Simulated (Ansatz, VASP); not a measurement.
# GaP: VASP beside Ansatz

```
Ga P
1.0
     0.00000    2.75300    2.75300
     2.75300    0.00000    2.75300
     2.75300    2.75300    0.00000
Ga P
1 1
Direct
  0.00000 0.00000 0.00000
  0.25000 0.25000 0.25000
```

Alike in both runs: task single point; functional PBE; k mesh 6 × 6 × 6; no spin polarisation.

|  | VASP | Ansatz |
| --- | --- | --- |
| version | VASP 6.6.1 | Ansatz 0.2.0 |
| potentials or method | VASP PAW PBE potentials, release 64 (Ga_d, P) | plane waves, PAW |
| plane-wave cutoff (eV) | 520 | 420 |
| occupations | gaussian, width 0.01 eV | fixed |
| valence electrons in the cell | 18 | 18 |

```csv
,VASP,Ansatz,Ansatz less VASP
gap on the k mesh at the Fermi level (eV),1.57,1.58,+0.003
pressure (GPa),0.0,0.0,+0.06
```

A k mesh can miss the band edges.
